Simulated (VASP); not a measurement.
The system is TiS2.

```xyz
3
Lattice="3.4120 0.0000 0.0000 -1.7060 2.9549 0.0000 0.0000 0.0000 5.6950" Properties=species:S:1:pos:R:3 pbc="T T T"
Ti    0.0000    0.0000    0.0000
S     0.0000    1.9699    1.4238
S     1.7060    0.9850    4.2713
```

- Program: VASP 6.6.1
- Task: relaxation of cell and atoms
- Functional: PBE
- Dispersion: D3(BJ)
- Potentials or basis: VASP PAW PBE potentials, release 64 (Ti_sv, S)
- Cutoff: 520 eV
- k mesh: 12 × 12 × 6
- Occupations: gaussian, width 0.02 eV
- Spin: no spin polarisation

At the start: pressure -3.0 GPa; volume 19.14 Å³/atom.

Question: Where does the relaxation end?

Answer: Over 19 steps the energy falls by 9.1 meV/atom and the volume is 17.96 Å³/atom (-6.2 %); space group P-3m1 (No. 164, to 0.05 Å).

Step by step:
```csv
step,energy change (eV),largest force (eV/Å),pressure (GPa),volume (Å³)
1,0.0000,0.1240,-2.95,57.42
2,-0.0035,0.5354,2.66,54.54
3,-0.0155,0.2131,-0.09,55.86
4,-0.0193,0.1396,-0.13,55.55
5,-0.0199,0.0488,-0.16,54.82
6,-0.0212,0.0418,-0.14,55.16
7,-0.0226,0.0510,-0.07,54.94
8,-0.0258,0.0737,0.27,54.27
9,-0.0239,0.0991,1.15,52.94
10,-0.0265,0.0885,0.59,53.81
11,-0.0271,0.0353,0.25,53.84
12,-0.0272,0.0020,0.01,53.85
13,-0.0272,0.0014,0.03,53.85
14,-0.0272,0.0031,0.03,53.85
15,-0.0272,0.0026,0.03,53.86
16,-0.0272,0.0009,0.01,53.89
17,-0.0272,0.0014,0.02,53.88
18,-0.0272,0.0016,0.02,53.88
19,-0.0272,0.0004,0.01,53.88
```

Final structure:
```
CELL_PARAMETERS angstrom
3.35796 0.00000 0.00000
-1.67898 2.90808 0.00000
0.00000 0.00000 5.51782
ATOMIC_POSITIONS crystal
Ti 0.00000 0.00000 0.00000
S 0.33333 0.66667 0.25906
S 0.66667 0.33333 0.74094
```

Caveat: pairwise dispersion overbinds metals, which lowers pressure and volume.
